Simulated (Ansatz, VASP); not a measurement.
**Two plane-wave programs on MgO**

File INCAR:

```
PREC = Accurate
ENCUT = 600
EDIFF = 1E-6
ISMEAR = 0
SIGMA = 0.01
LREAL = F
LASPH = T
NELM = 60
ALGO = Normal
ISIF = 3
LWAVE = F
LCHARG = F
GGA = PE
IBRION = 2
NSW = 80
EDIFFG = -0.005
```

File KPOINTS:

```
Automatic mesh
0
Gamma
  8 8 6
```

POSCAR

```
MgO
1.0
    2.9783337624      0.0000000000      0.0000000000
    0.0000000000      2.9783337624      0.0000000000
    0.0000000000      0.0000000000      4.2120000000
Mg O
2 2
Direct
    0.0000000000      0.0000000000      0.0000000000
    0.5000000000      0.5000000000      0.5000000000
    0.5000000000      0.5000000000      0.0000000000
    0.0000000000      0.0000000000      0.5000000000
```

Input for Ansatz:

```yaml
crystal:
  lattice:
    - [2.9783337624, 0.0, 0.0]
    - [0.0, 2.9783337624, 0.0]
    - [0.0, 0.0, 4.212]
  atoms:
    - { symbol: Mg, position: [0.0, 0.0, 0.0] }
    - { symbol: O, position: [0.5, 0.5, 0.0] }
    - { symbol: Mg, position: [0.5, 0.5, 0.5] }
    - { symbol: O, position: [0.0, 0.0, 0.5] }
scf:
  occupations: { method: fixed }
output:
  forces: true
  stress: true
  eigenvalues: true
hamiltonian:
  xc: pbe
kpoints:
  mp_grid: { grid: [8, 8, 6] }
relax:
  f_tol: 0.005
  cell: { stress_tol: 0.05 }
```

Alike in both runs: task relaxation of cell and atoms; functional PBE; k mesh 8 × 8 × 6; no spin polarisation.

|  | VASP | Ansatz |
| --- | --- | --- |
| version | VASP 6.6.1 | Ansatz 0.2.0 |
| potentials or method | VASP PAW PBE potentials, release 64 (Mg, O) | scalar-relativistic, plane waves, PAW |
| plane-wave cutoff (eV) | 600 | 420 |
| occupations | gaussian, width 0.01 eV | fixed |
| valence electrons in the cell | 16 | 32 |

|  | VASP | Ansatz | Ansatz less VASP |
| --- | --- | --- | --- |
| gap on the k mesh at the Fermi level, each at its own relaxed structure (eV) | 4.50 | 4.46 | -0.042 |
| relaxed volume (Å³/atom) | 9.56 | 9.62 | +0.059 |
| relaxed cell length with the largest relative difference (Å) | 4.245 | 4.254 | +0.0087 |
| energy change over the relaxation (meV/atom) | -3 | -4 | -1.5 |

The two sets of potentials don't hold the same shells in valence.

As with any semilocal functional, this PBE gap is likely too small.
